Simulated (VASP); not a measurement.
Crystal: Ir.

```
Ir
1.0
     2.71811    0.00000    0.00000
    -1.35906    2.35396    0.00000
     0.00000    0.00000    4.43868
Ir
2
Direct
  0.33333 0.66667 0.25000
  0.66667 0.33333 0.75000
```

This isn't the form of Ir at room conditions, which is fcc.

```yaml
Program: VASP 6.6.1
Task: relaxation of cell and atoms
Functional: PBE
Potentials_or_basis: VASP PAW PBE potentials, release 64 (Ir)
Cutoff: 600 eV
k_mesh: 18 × 18 × 10
Occupations: gaussian, width 0.1 eV
Spin: no spin polarisation
```

At the start: pressure 9.9 GPa; volume 14.20 Å³/atom.

How do energy, volume and symmetry change on relaxing?

Over 9 steps the energy falls by 12.2 meV/atom and the volume is 14.59 Å³/atom (+2.7 %); space group P6_3/mmc (No. 194, to 0.05 Å).

The path:
| step | energy change (eV) | largest force (eV/Å) | pressure (GPa) | volume (Å³) |
| --- | --- | --- | --- | --- |
| 1 | 0.0000 | 0.0000 | 9.94 | 28.40 |
| 2 | 0.2480 | 0.0000 | -26.23 | 32.17 |
| 3 | -0.0238 | 0.0000 | -0.52 | 29.22 |
| 4 | -0.0239 | 0.0000 | -0.14 | 29.18 |
| 5 | -0.0239 | 0.0000 | 0.05 | 29.17 |
| 6 | -0.0244 | 0.0000 | 0.23 | 29.16 |
| 7 | -0.0245 | 0.0000 | 0.18 | 29.16 |
| 8 | -0.0244 | 0.0000 | -0.47 | 29.21 |
| 9 | -0.0245 | 0.0000 | 0.02 | 29.17 |

Final structure:
```
CELL_PARAMETERS angstrom
2.74954 0.00000 0.00000
-1.37477 2.38117 0.00000
0.00000 0.00000 4.45565
ATOMIC_POSITIONS crystal
Ir 0.33333 0.66667 0.25000
Ir 0.66667 0.33333 0.75000
```
